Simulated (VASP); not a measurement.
The system is MoS2.

```
Mo S
1.0
     3.14799   -1.92978    0.00000
     3.14799    1.92978    0.00000
    -0.00310    0.00000    4.43933
Mo S
1 2
Cartesian
  0.0000 0.0000 0.0000
  4.3301 0.0000 1.2825
  1.9628 0.0000 3.1568
```

The cell comes from a database or a generator and needn't be the stable form of this composition.

Base run:

| Item | Value |
| --- | --- |
| Program | VASP 6.6.1 |
| Functional | PBEsol |
| Potentials or basis | VASP PAW PBE potentials, release 64 (Mo_sv, S) |
| Cutoff | 520 eV |
| k mesh | 6 × 6 × 4 |
| Occupations | gaussian, width 0.05 eV |
| Spin | no spin polarisation |
| Hubbard terms | Mo d U = 2 eV |

Its results: band gap on the k mesh none (metal or under the smearing width); pressure -7.3 GPa; largest force 1.128 eV/Å.

Problem. The run is repeated on the same cell with these changes: spin from no spin polarisation to non-collinear spin, random start; further incar settings from ALGO = Normal; EDIFF = 1e-06; NBANDS = 20 to ALGO = Normal; EDIFF = 1e-07; NBANDS = 39. What comes out?

Solution. Band gap on the k mesh none (metal or under the smearing width); pressure -0.5 GPa; net moment 2.03 μB per cell; largest force 1.448 eV/Å.

Caveats: the PAW data sets were made with another functional, which shifts forces and pressure a little; U without spin polarisation on a metal has little footing (some runs).

Not every run made on this cell is shown here.
